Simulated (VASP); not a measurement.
Wanted: the native input for a VASP 6.6.1 run.

* Task: single point
* Functional: BLYP
* Potentials or basis: VASP PAW PBE potentials, release 64 (Tl_d)
* Cutoff: 520 eV
* k mesh: 18 × 18 × 18
* Occupations: fermi-dirac, width 0.1 eV
* Spin: no spin polarisation
* Dipole correction: no
* Further INCAR settings: ALGO = Normal; EDIFF = 1e-07; NBANDS = 12

The structure of Tl lies in POSCAR:

```
Tl
1.0
   -2.0714156610      2.0714156610      2.0714156610
    2.0714156610     -2.0714156610      2.0714156610
    2.0714156610      2.0714156610     -2.0714156610
Tl
1
Direct
    0.0000000000      0.0000000000      0.0000000000
```

This isn't the form of Tl at room conditions, which is hcp.

These files were run (other wordings do the same):

INCAR

```
SYSTEM = Tl
PREC = Accurate
ENCUT = 520
EDIFF = 1E-7
ISMEAR = -1
SIGMA = 0.1
LREAL = .FALSE.
LASPH = .TRUE.
NELM = 100
ALGO = Normal
ISIF = 2
LWAVE = .FALSE.
LCHARG = .FALSE.
GGA = B5
ALDAX = 1.0
AGGAX = 1.0
AGGAC = 1.0
ALDAC = 0.0
NBANDS = 12
```

KPOINTS

```
regular mesh
0
G
  18 18 18
  0 0 0
```

Potentials or basis: VASP PAW PBE potentials, release 64 (Tl_d).

Run with:

```bash
$ cat potpaw_PBE.64/Tl_d/POTCAR > POTCAR
$ mpirun -np 1 vasp_std > vasp.out
```

Results of the run:

```yaml
Pressure: 0.0 GPa
Band_gap_on_the_k_mesh: none (metal or under the smearing width)
```

Caveat: the PAW data sets were made with another functional, which shifts forces and pressure a little.

It took 32 s on 1 thread of Intel(R) Xeon(R) 6975P-C (Granite Rapids) (shared host), peak memory 0.21 GiB.
